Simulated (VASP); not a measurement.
# How biaxial strain in the (111) plane changes InSb (F-43m), part 2 of 2

How do the elastic response and the band edges of InSb follow biaxial strain in the (111) plane?

VASP 6.6.1, plane waves and PAW; the level of theory is named at each step.

So far: Starting point; Relax the crystal, PBEsol; Strain along the normal, PBEsol; Band edges, TB-mBJ with spin-orbit coupling.

## Step 5: Band edges, r2SCAN with spin-orbit coupling

Short lines in KPOINTS_OPT sample the zone centre along and across the normal of the plane, for masses, and the other valleys.

Level: r2SCAN, spin-orbit coupling; plane waves and PAW (In_d, Sb); cell typed or built by script.

File INCAR:

```
SYSTEM = InSb
PREC = Accurate
ENCUT = 450
EDIFF = 1E-06
NELM = 100
ISMEAR = 0
SIGMA = 0.02
LREAL = .FALSE.
ALGO = Normal
METAGGA = R2SCAN
LASPH = .TRUE.
LNONCOLLINEAR = .TRUE.
MAGMOM = 0 0 0 0 0 0
NBANDS = 28
GGA_COMPAT = .FALSE.
LSORBIT = .TRUE.
LWAVE = .FALSE.
LCHARG = .FALSE.
KPAR = 2
```

File POSCAR:

```
InSb
1.0
   -0.0702826980      3.2558210160      3.2558210160
    3.2558210160     -0.0702826980      3.2558210160
    3.2558210160      3.2558210160     -0.0702826980
In Sb
1 1
Direct
    0.9982217439      0.9982217439      0.9982217439
    0.2517782561      0.2517782561      0.2517782561
```

File KPOINTS:

```
Automatic mesh
0
Gamma
6 6 6
0 0 0
```

File KPOINTS_OPT:

```
Line mode
6
Line-mode
Reciprocal
  0.00000000   0.00000000   0.00000000
  0.02959423   0.02959423   0.02959423

  0.00000000   0.00000000   0.00000000
 -0.01871591   0.01871591  -0.00000000

  0.31000000   0.31000000   0.00000000
  0.50000000   0.50000000   0.00000000

  0.00000000   0.31000000   0.31000000
  0.00000000   0.50000000   0.50000000

  0.45000000   0.45000000   0.45000000
  0.50000000   0.50000000   0.50000000

  0.45000000   0.00000000   0.00000000
  0.50000000   0.00000000   0.00000000

  0.42500000   0.42500000   0.00000000
  0.42444071   0.45090900   0.02590900

  0.50000000   0.50000000   0.50000000
  0.48128409   0.51871591   0.50000000
```

Potentials, in the order of the species: In_d and Sb (PBE family, release 64).

Launch:

```sh
> mpirun -np 2 vasp_ncl
```

The program printed:

```text
[... set-up lines as in an earlier step ...]
 entering main loop
       N       E                     dE             d eps       ncg     rms          rms(c)
DAV:   1     0.988259788173E+02    0.98826E+02   -0.72325E+03  3140   0.119E+03
DAV:   2    -0.383630813799E+02   -0.13719E+03   -0.13293E+03  3236   0.323E+02
DAV:   3    -0.513946767054E+02   -0.13032E+02   -0.12854E+02  3948   0.118E+02
DAV:   4    -0.519121100482E+02   -0.51743E+00   -0.51638E+00  3760   0.262E+01
[...]
DAV:  12    -0.488352752130E+02   -0.10857E-04   -0.25076E-05  3692   0.518E-02    0.180E-02
DAV:  13    -0.488352775521E+02   -0.23390E-05   -0.73854E-06  3256   0.318E-02    0.642E-03
DAV:  14    -0.488352773483E+02    0.20371E-06   -0.66867E-07  2480   0.162E-02
   1 F= -.48835277E+02 E0= -.48835277E+02  d E =-.589934E-11  mag=    -0.0000     0.0000     0.0000
 Start KPOINTS_OPT (optional k-point list driver)
k-point batch [1-48\48]
       N       E                     dE             ncg
DAV:   1     0.231975851347E+04   -0.13251E+05     2688
DAV:   2    -0.418568021042E+04   -0.65054E+04     2836
DAV:   3    -0.483986112670E+04   -0.65418E+03     3388
DAV:   4    -0.486688995401E+04   -0.27029E+02     3216
DAV:   5    -0.486862056916E+04   -0.17306E+01     4404
DAV:   6    -0.486863970176E+04   -0.19133E-01     3472
DAV:   7    -0.486864079130E+04   -0.10895E-02     4388
DAV:   8    -0.486864081302E+04   -0.21712E-04     3152
DAV:   9    -0.486864081382E+04   -0.80392E-06     2028
```

Elapsed: 7.7 min, on 2 MPI ranks of Intel Xeon Platinum 8375C at 2.90GHz (Ice Lake), shared host; peak memory 0.93 GiB; 15 min of CPU time.

From OUTCAR (step 5):

```text
  Total       -0.1661913     -0.1661913     -0.1661913      0.2578601      0.2578601      0.2578601
  in kB       -3.7365408     -3.7365408     -3.7365408      5.7975651      5.7975651      5.7975651
  external PRESSURE =      -3.7365408 kB  Pullay stress =       0.0000000 kB

 POSITION                                       TOTAL-FORCE (eV/Angst)
 -----------------------------------------------------------------------------------
      6.42990      6.42990      6.42990        -0.005047     -0.005047     -0.005047
      1.62179      1.62179      1.62179         0.005047      0.005047      0.005047
 -----------------------------------------------------------------------------------
    total drift:                                0.000563      0.000563      0.000563

  FREE ENERGIE OF THE ION-ELECTRON SYSTEM (eV)
  ---------------------------------------------------
  free  energy   TOTEN  =       -48.8352773483 eV

  energy  without entropy=      -48.8352773483  energy(sigma->0) =      -48.83527735

[... 2 parts as in an earlier step ...]

[... 1 further part left out ...]
[key lines of the parts left out:]
E-fermi :   4.6819
```

Numbers from this step:

```
energy(sigma→0) of the program : -48.8353 eV
stress, compression positive   : 0.79 along [111], -0.95 across it (mean), GPa
```

The run ends at a pressure of -0.37 GPa, with forces up to 0.0087 eV/Å.

## Step 6: All members

The other members went through these steps as far as the tables show, with the same cutoff and, step by step, the same mesh; 38 runs are not shown. The session took 4.5 core hours (wall time by ranks) on a shared machine.

```csv
in-plane strain (%),strain along the normal (%),"in-plane stress, tension positive (GPa)",energy above the unstrained row (meV/atom)
-2.000,1.281,-1.878,7.886
-1.500,0.960,-1.384,4.374
-1.000,0.642,-0.900,1.904
-0.500,0.333,-0.438,0.460
0,0.000,0.004,0.000
0.500,-0.348,0.412,0.417
1.000,-0.641,0.839,1.755
1.500,-0.943,1.255,4.016
2.000,-1.233,1.650,7.159
```

Slopes at zero strain, from cubics through all rows: strain ratio -0.652, stress over strain 87 GPa.

Band edges at TB-mBJ with spin-orbit coupling, counted from the valence-band top at Γ, spin-orbit pairs averaged, with one row partly withheld:

```csv
in-plane strain (%),gap (eV),conduction band at Γ (eV),Δ or X valley along z (eV),Δ or X valley along x (eV),"lowest conduction level at L, [111] (eV)","lowest conduction level at L, [-111] (eV)",second valence level below the top (eV),third valence level below the top (eV)
-2.000,0.216,0.216,1.303,1.303,1.047,0.666,0.165,0.817
-1.500,0.212,0.212,1.356,1.356,0.988,0.706,0.125,0.778
-1.000,0.203,0.203,1.401,1.401,0.929,0.744,0.084,0.745
-0.500,0.187,0.187,1.439,1.439,?,0.778,0.043,0.717
0,0.170,0.170,1.471,1.471,0.811,0.811,0.000,0.692
0.500,0.113,0.115,1.457,1.457,0.711,0.804,0.040,0.711
1.000,0.065,0.085,1.455,1.455,0.635,0.809,0.060,0.714
```

## Step 7: Fit and prediction

The quantity to fit is the splitting of the lowest conduction levels at the L points ([111] less [-111]) at TB-mBJ with spin-orbit coupling: 0.380, 0.281, 0.185, 0.000, -0.093, -0.174 eV in the rows shown.

A least-squares parabola through the 6 rows shown, with d the strain along the axis less the strain across it, in %: E = 0.001959 d² + 0.1097 d − 4.51e-4 (eV), r.m.s. residual 5.7e-4 eV.

At d = 0.8328 this predicts 0.0922 eV.

## Step 8: Prediction against calculation

The calculation gives 0.0929 eV, so the prediction is 0.0007 eV too low, within twice the residual of the fit.

The splitting is Ξu times 8/9 of d, with d as a fraction, so the linear term gives Ξu = 12.3 eV.

## Step 9: Results

```
ratio of normal to in-plane strain                                  : -0.652
biaxial modulus                                                     : 87 GPa
gap of the unstrained cell, TB-mBJ with spin-orbit coupling         : 0.17 eV
shear deformation potential Ξu of the lowest conduction levels at L : 12.3 eV
error of the predicted row                                          : -0.7 meV
```

In words: As a check, the curvature of the energy gives 85 GPa for the same modulus (energy per volume = M × strain²), 1 % from the slope of the stress. At TB-mBJ with spin-orbit coupling the lowest conduction valley is Γ throughout, and the gap runs between 0.07 and 0.22 eV. At TB-mBJ with spin-orbit coupling the gap falls under 0.05 eV in some or all rows, where bands may have changed order, so 2 rows at and beyond those points are left out of its table. At r2SCAN with spin-orbit coupling the gap falls under 0.05 eV in some or all rows, where bands may have changed order, so that level, though run, gets no table. The gap at PBEsol is under 0.05 eV in some or all rows and is left out; the elastic columns come from such cells and can be uneven. Hole masses are left out throughout, since the top bands are degenerate or cross in many series; of conduction masses, those of the Γ, L and (for Si and Ge under (001) strain) Δ valleys are kept where they change by under an eighth between rows. TB-mBJ is a potential fitted for gaps; it has no energy functional, so its total energies and forces mean nothing, and its bands tend to come out too narrow. Δ or X levels are the lowest on their line, refined by a parabola unless they lie at X; the gap is read from all points sampled and can differ from the lowest valley by some meV, or by tens of meV where strain moves the valence top off Γ. Temperature, zero-point motion and excitons are left out.

[Lines on the potential files, build, host, timing and source positions are cut from VASP's logs without a mark.]

[Logs are printed without paths, hosts, clocks, repeated set-up lines and the standing remarks that a program may print on its own settings, such as how far it seeks lower states.]

[Hosts, paths, dates, database ids (printed as entryN), source tags and the programs' standing remarks are cut or masked in the printed files.]

[In band tables of VASP the shares of atoms and orbitals are scaled to a sum of 1 inside the atoms' spheres.]
